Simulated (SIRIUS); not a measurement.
# Ti (P6_3/mmc) in SIRIUS: convergence with gk cutoff, part 2 of 2

SIRIUS 7.12.0.

## 8. With gk cutoff 4.22 1/bohr

sirius.json

```json
{
  "control": {
    "processing_unit": "cpu",
    "std_evp_solver_name": "lapack",
    "gen_evp_solver_name": "lapack",
    "verbosity": 2,
    "print_forces": true,
    "ortho_rf": true,
    "use_second_variation": true,
    "rmt_max": 3.0,
    "num_bands_to_print": 23,
    "save_wf": true
  },
  "parameters": {
    "electronic_structure_method": "full_potential_lapwlo",
    "xc_functionals": ["XC_GGA_X_PBE_SOL", "XC_GGA_C_PBE_SOL"],
    "core_relativity": "dirac",
    "valence_relativity": "iora",
    "num_fv_states": 23,
    "smearing": "fermi_dirac",
    "smearing_width": 0.0018374661,
    "pw_cutoff": 22,
    "gk_cutoff": 4.22,
    "lmax_apw": 12,
    "lmax_rho": 8,
    "lmax_pot": 8,
    "num_mag_dims": 0,
    "auto_rmt": 0,
    "ngridk": [10, 10, 6],
    "shiftk": [0, 0, 0],
    "num_dft_iter": 80,
    "energy_tol": 1e-07,
    "density_tol": 1e-05,
    "use_symmetry": true
  },
  "settings": {"tol_ne": 1e-10},
  "iterative_solver": {"type": "exact"},
  "mixer": {"type": "anderson", "beta": 0.5, "max_history": 8},
  "unit_cell": {
    "lattice_vectors": [[5.5746920676, 0.0, 0.0], [-2.7873460338, 4.8278249489, 0.0], [0.0, 0.0, 8.8439182632]],
    "atom_types": ["Ti"],
    "atom_files": {"Ti": "Ti.json"},
    "atoms": {"Ti": [[0.6666666667, 0.3333333333, 0.75], [0.3333333333, 0.6666666667, 0.25]]}
  }
}
```

Ti.json

```json
{
  "name": "titanium",
  "symbol": "Ti",
  "number": 22,
  "mass": 47.867,
  "rmin": 1e-06,
  "rmt": 2.4,
  "nrmt": 800,
  "rinf": 17.51,
  "core": "1s2s2p",
  "valence": [
    {"basis": [{"enu": 0.09, "dme": 0, "n": 0, "auto": 0}, {"enu": 0.09, "dme": 1, "n": 0, "auto": 0}]},
    {"l": 0, "n": 1, "basis": [{"enu": 0.19, "dme": 0, "n": 0, "auto": 0}]},
    {"l": 1, "n": 2, "basis": [{"enu": 0.19, "dme": 0, "n": 0, "auto": 0}]},
    {"l": 2, "n": 3, "basis": [{"enu": 0.19, "dme": 0, "n": 0, "auto": 0}]},
    {"l": 3, "n": 4, "basis": [{"enu": 0.19, "dme": 0, "n": 0, "auto": 0}]}
  ],
  "lo": [
    {"l": 0, "basis": [{"enu": 0.19, "dme": 0, "n": 0, "auto": 0}, {"enu": 0.19, "dme": 1, "n": 0, "auto": 0}]},
    {
      "l": 0,
      "basis": [{"enu": -1.9303, "dme": 0, "n": 3, "auto": 1}, {"enu": -1.9303, "dme": 1, "n": 3, "auto": 1}]
    },
    {
      "l": 0,
      "basis": [{"enu": -1.9303, "dme": 1, "n": 3, "auto": 1}, {"enu": 0.19, "dme": 0, "n": 0, "auto": 0}]
    },
    {"l": 0, "basis": [{"enu": 0.19, "dme": 0, "n": 0, "auto": 0}, {"enu": 2.9678, "dme": 0, "n": 0, "auto": 0}]},
    {"l": 1, "basis": [{"enu": 0.19, "dme": 0, "n": 0, "auto": 0}, {"enu": 0.19, "dme": 1, "n": 0, "auto": 0}]},
    {
      "l": 1,
      "basis": [{"enu": -1.0703, "dme": 0, "n": 3, "auto": 1}, {"enu": -1.0703, "dme": 1, "n": 3, "auto": 1}]
    },
    {
      "l": 1,
      "basis": [{"enu": -1.0703, "dme": 1, "n": 3, "auto": 1}, {"enu": 0.19, "dme": 0, "n": 0, "auto": 0}]
    },
    {"l": 1, "basis": [{"enu": 0.19, "dme": 0, "n": 0, "auto": 0}, {"enu": 3.3844, "dme": 0, "n": 0, "auto": 0}]},
    {"l": 2, "basis": [{"enu": 0.19, "dme": 0, "n": 0, "auto": 0}, {"enu": 0.19, "dme": 1, "n": 0, "auto": 0}]},
    {"l": 2, "basis": [{"enu": 0.19, "dme": 1, "n": 0, "auto": 0}, {"enu": 0.19, "dme": 2, "n": 0, "auto": 0}]},
    {"l": 2, "basis": [{"enu": 0.19, "dme": 0, "n": 0, "auto": 0}, {"enu": 2.8983, "dme": 0, "n": 0, "auto": 0}]},
    {"l": 3, "basis": [{"enu": 0.19, "dme": 0, "n": 0, "auto": 0}, {"enu": 0.19, "dme": 1, "n": 0, "auto": 0}]},
    {"l": 3, "basis": [{"enu": 0.19, "dme": 0, "n": 0, "auto": 0}, {"enu": 3.2108, "dme": 0, "n": 0, "auto": 0}]}
  ],
  "free_atom": [... radial grid and density of the free atom, the start of the SCF ...]
}
```

sirius_start.json

```json
{
  "control": {
    "processing_unit": "cpu",
    "std_evp_solver_name": "lapack",
    "gen_evp_solver_name": "lapack",
    "verbosity": 1,
    "print_forces": false,
    "ortho_rf": true,
    "use_second_variation": true,
    "rmt_max": 3.0,
    "num_bands_to_print": 23,
    "save_wf": false
  },
  "parameters": {
    "electronic_structure_method": "full_potential_lapwlo",
    "xc_functionals": ["XC_LDA_X", "XC_LDA_C_PW"],
    "core_relativity": "dirac",
    "valence_relativity": "iora",
    "num_fv_states": 23,
    "smearing": "fermi_dirac",
    "smearing_width": 0.0055123983,
    "pw_cutoff": 22,
    "gk_cutoff": 2.93,
    "lmax_apw": 12,
    "lmax_rho": 8,
    "lmax_pot": 8,
    "num_mag_dims": 0,
    "auto_rmt": 0,
    "ngridk": [4, 4, 2],
    "shiftk": [0, 0, 0],
    "num_dft_iter": 30,
    "energy_tol": 0.01,
    "density_tol": 0.05,
    "use_symmetry": true
  },
  "settings": {"tol_ne": 1e-10},
  "iterative_solver": {"type": "exact"},
  "mixer": {"type": "anderson", "beta": 0.5, "max_history": 8},
  "unit_cell": {
    "lattice_vectors": [[5.5746920676, 0.0, 0.0], [-2.7873460338, 4.8278249489, 0.0], [0.0, 0.0, 8.8439182632]],
    "atom_types": ["Ti"],
    "atom_files": {"Ti": "Ti.json"},
    "atoms": {"Ti": [[0.6666666667, 0.3333333333, 0.75], [0.3333333333, 0.6666666667, 0.25]]}
  }
}
```

Potentials or basis: all-electron FP-LAPW, apw+lo standard.

Command:

```bash
OMP_NUM_THREADS=1 sirius.scf --input=sirius_start.json --output=start.json
OMP_NUM_THREADS=1 sirius.scf --input=sirius.json --output=output.json --task=1
```

Output:

```text
[info] SIRIUS version : 7.12.0
[info] number of MPI ranks           : 1
[info] MPI grid                      : 1 1
[info] maximum number of OMP threads : 1
[fft] FFT context for density and potential
[fft] =====================================
[fft]   plane wave cutoff                     : 22
[fft]   grid size                             : 45 45 64   total : 129600
[fft]   grid limits                           : -22 22   -22 22   -31 32
[fft]   number of G-vectors within the cutoff : 42847
[fft]   number of G-shells                    : 2170
[fft] FFT context for coarse grid
[fft] =====================================
[fft]   plane wave cutoff                     : 8.44
[fft]   grid size                             : 18 18 27   total : 8748
[fft]   grid limits                           : -8 9   -8 9   -13 13
[fft]   number of G-vectors within the cutoff : 2429
[fft]   number of G-shells                    : 163
[unit cell] lattice vectors
[unit cell]   a1 :       5.5746920676      0.0000000000      0.0000000000
[unit cell]   a2 :      -2.7873460338      4.8278249489      0.0000000000
[unit cell]   a3 :       0.0000000000      0.0000000000      8.8439182632
[unit cell] reciprocal lattice vectors
[unit cell]   b1 :       1.1270910090      0.6507262974     -0.0000000000
[unit cell]   b2 :       0.0000000000      1.3014525948      0.0000000000
[unit cell]   b3 :       0.0000000000     -0.0000000000      0.7104526659
[unit cell] unit cell volume :       238.02200974 [a.u.^3]
[unit cell] 1/sqrt(omega)    :         0.06481738
[unit cell] MT volume        :       115.81167158 (48.66%)
[unit cell] IT volume        :       122.21033816 (51.34%)
[unit cell] number of atom types : 1
[unit cell] type id : 0 symbol : Ti mt_radius :   2.400000 num_atoms : 2
[unit cell] total number of atoms : 2
[unit cell] number of symmetry classes : 1
[unit cell] atom id  type id  class id             position                      vector_field
[unit cell] ------------------------------------------------------------------------------------------
[unit cell]      0        0        0      0.66667   0.33333   0.75000      0.00000   0.00000   0.00000
[unit cell]      1        0        0      0.33333   0.66667   0.25000      0.00000   0.00000   0.00000
[unit cell] atom id         position (Cartesian, a.u.)
[unit cell] ---------------------------------------------
[unit cell]      0       2.787346    1.609275    6.632939
[unit cell]      1      -0.000000    3.218550    2.210980
[unit cell] class id : 0 atom id : 0 1
[unit cell] minimum bond length:     5.469258
[sym] space group number   : 194
[sym] international symbol : P6_3/mmc
[sym] Hall symbol          : -P 6c 2c
[sym] space group transformation matrix :
[... 285 lines left out ...]
[diagonalize] ik:    2   -1.803103   -1.799084   -0.944793   -0.930734   -0.927226   -0.926814   -0.923902   -0.922207    0.089148    0.205699    0.256185    0.269616    0.305832    0.318052    0.319875    0.332014    0.337116    0.346576    0.398812    0.468305    0.571534    0.732505    0.828006
[diagonalize] ik:    3   -1.801864   -1.798749   -0.941701   -0.935966   -0.932185   -0.928373   -0.925546   -0.923017    0.129844    0.215792    0.231244    0.256582    0.302764    0.305819    0.309425    0.360656    0.361780    0.370876    0.402906    0.525999    0.566351    0.640621    0.759237
[diagonalize] ik:    4   -1.800725   -1.798611   -0.940221   -0.938497   -0.936049   -0.929592   -0.927572   -0.923703    0.169999    0.207909    0.215273    0.253218    0.297150    0.301618    0.313190    0.387449    0.394628    0.397811    0.405115    0.524030    0.582453    0.605233    0.707193
[diagonalize] ...
[diagonalize] ik:   51   -1.799422   -1.799422   -0.943343   -0.943343   -0.929598   -0.929598   -0.926506   -0.926506    0.189883    0.189883    0.250709    0.250709    0.300116    0.300116    0.344074    0.344074    0.397318    0.397318    0.430084    0.430084    0.594752    0.594752    0.751780
[diagonalize] ik:   52   -1.799943   -1.799943   -0.940328   -0.940328   -0.929600   -0.929600   -0.926039   -0.926039    0.187407    0.187407    0.255780    0.255780    0.278591    0.278591    0.331209    0.331209    0.399176    0.399176    0.407788    0.407788    0.700129    0.700129    0.717450
[diagonalize] ik:   53   -1.799423   -1.799423   -0.941845   -0.941845   -0.931505   -0.931505   -0.926163   -0.926163    0.201903    0.201903    0.255925    0.255925    0.275283    0.275283    0.334500    0.334500    0.398717    0.398717    0.447011    0.447011    0.627513    0.627513    0.684088
[diagonalize] ik:   54   -1.799223   -1.799223   -0.942392   -0.942392   -0.932323   -0.932323   -0.926146   -0.926146    0.206169    0.206169    0.256346    0.256346    0.273708    0.273708    0.341296    0.341296    0.394499    0.394499    0.473716    0.473716    0.587291    0.587291    0.673802
[diagonalize] ik:   55   -1.799147   -1.799147   -0.941379   -0.941379   -0.934020   -0.934020   -0.926016   -0.926016    0.221181    0.221181    0.247449    0.247449    0.268240    0.268240    0.336350    0.336350    0.393082    0.393082    0.500406    0.500406    0.594191    0.594191    0.627410
[generate_core_charge_density] atom class : 0
[generate_core_charge_density]   n,l,k : 1 0 1  energy :        -178.19768792
[generate_core_charge_density]   n,l,k : 2 0 1  energy :         -19.21647132
[generate_core_charge_density]   n,l,k : 2 1 1  energy :         -15.96551416
[generate_core_charge_density]   n,l,k : 2 1 2  energy :         -15.75373802
[find] Total energy                   :   -1705.74229161 (Ha),   -3411.48458322 (Ry)
[find] iteration : 1, RMS (target) : 6.8150e-02 (1.0000e-05) , energy difference (target) : -1.1751e-06 (1.0000e-07)
[find] Total energy                   :   -1705.74228430 (Ha),   -3411.48456860 (Ry)
[find] iteration : 2, RMS (target) : 4.8043e-03 (1.0000e-05) , energy difference (target) : 7.3113e-06 (1.0000e-07)
[find] Total energy                   :   -1705.74228889 (Ha),   -3411.48457777 (Ry)
[find] iteration : 3, RMS (target) : 1.3513e-03 (1.0000e-05) , energy difference (target) : -4.5861e-06 (1.0000e-07)
[find] Total energy                   :   -1705.74229014 (Ha),   -3411.48458027 (Ry)
[find] iteration : 4, RMS (target) : 6.5357e-05 (1.0000e-05) , energy difference (target) : -1.2495e-06 (1.0000e-07)
[find] Total energy                   :   -1705.74229009 (Ha),   -3411.48458017 (Ry)
[find] iteration : 5, RMS (target) : 1.6482e-05 (1.0000e-05) , energy difference (target) : 4.8703e-08 (1.0000e-07)
[find] Charges and magnetic moments
[find] --------------------------------------------------------------------------------
[find] atom      charge    core leakage
[... 8 lines left out ...]
[find] valence_eval_sum               :     -16.40676275
[find] core_eval_sum                  :    -979.25398082
[find] kinetic energy                 :    1721.61023732
[find] enuc                           :   -2040.20378142
[find] <rho|V^{XC}>                   :    -107.78793963
[find] <rho|E^{XC}>                   :     -82.40718394
[find] <mag|B^{XC}>                   :       0.00000000
[find] <rho|V^{H}>                    :   -2609.48304126
[find] smearing (-TS)                 :      -0.00072969
[find] SCF correction                 :      -0.00004141
[find] Total energy                   :   -1705.74229009 (Ha),   -3411.48458018 (Ry)
[find] Free energy (E-TS)             :   -1705.74301978 (Ha),   -3411.48603956 (Ry)
[find] band gap (eV)                  :       0.00000000
[find] Efermi                         :       0.28680772
[find] iteration : 6, RMS (target) : 1.7192e-06 (1.0000e-05) , energy difference (target) : -1.2571e-09 (1.0000e-07)
[find] converged after 7 SCF iterations!
[find] Charges and magnetic moments
[find] --------------------------------------------------------------------------------
[find] atom      charge    core leakage
[find] --------------------------------------------------------------------------------
[find]    0   20.338672    6.037765e-10
[find]    1   20.338672    6.037765e-10
[find] total core leakage    : 1.20755309e-09
[find] interstitial charge   : 3.322655
[find] total charge          : 43.999999
[find] Energy
[find] --------------------------------------------------------------------------------
[find] valence_eval_sum               :     -16.40676275
[find] core_eval_sum                  :    -979.25398082
[find] kinetic energy                 :    1721.61023732
[find] enuc                           :   -2040.20378142
[find] <rho|V^{XC}>                   :    -107.78793963
[find] <rho|E^{XC}>                   :     -82.40718394
[find] <mag|B^{XC}>                   :       0.00000000
[find] <rho|V^{H}>                    :   -2609.48304126
[find] smearing (-TS)                 :      -0.00072969
[find] SCF correction                 :      -0.00004141
[find] Total energy                   :   -1705.74229009 (Ha),   -3411.48458018 (Ry)
[find] Free energy (E-TS)             :   -1705.74301978 (Ha),   -3411.48603956 (Ry)
[find] band gap (eV)                  :       0.00000000
[find] Efermi                         :       0.28680772
[ground_state]
[ground_state] ==== total Forces in Ha/bohr =====
[ground_state] atom:    0, force:      -0.0000000      0.0000000     -0.0000000
[ground_state] atom:    1, force:       0.0000000     -0.0000000      0.0000000
[ground_state] ==== contribution from density =====
[ground_state] atom:    0, force:       0.0000000      0.0000000      0.0000000
[ground_state] atom:    1, force:      -0.0000000     -0.0000000     -0.0000000
[ground_state] ==== contribution from Hartree potential =====
[ground_state] atom:    0, force:      -0.0000000      0.0000000      0.0000000
[ground_state] atom:    1, force:       0.0000000      0.0000000     -0.0000000
[ground_state] ==== contribution from IBS =====
[ground_state] atom:    0, force:       0.0000000      0.0000000     -0.0000000
[ground_state] atom:    1, force:       0.0000000     -0.0000000      0.0000000
```

Run time: 93 s. Hardware: 1 thread of Arm Neoverse V1, shared host; peak memory 0.62 GiB.

Results:

| Property | Result |
| --- | --- |
| Free energy | -46415.6321 eV |
| Band gap on the k mesh | none (metal or under the smearing width) |
| All electrons inside the program's atomic spheres | Ti 20.34 (radii Ti 2.4 bohr) |

## 9. Summary

```csv
gk cutoff,"energy less the tightest run, at zero smearing (meV/atom)",SCF cycles,CPU time (s),peak memory (GiB)
2.02 1/bohr,1896.16,7,21,0.36
2.38 1/bohr,700.65,7,23,0.37
2.75 1/bohr,184.16,7,27,0.38
3.12 1/bohr,48.93,7,32,0.4
3.48 1/bohr,12.58,7,40,0.42
3.85 1/bohr,2.29,7,61,0.5
4.22 1/bohr,0.00,7,93,0.62
```

Not settled before the last step: the energy (to 1 meV/atom). The tightest run that finished is the yardstick and may itself not be fully converged.
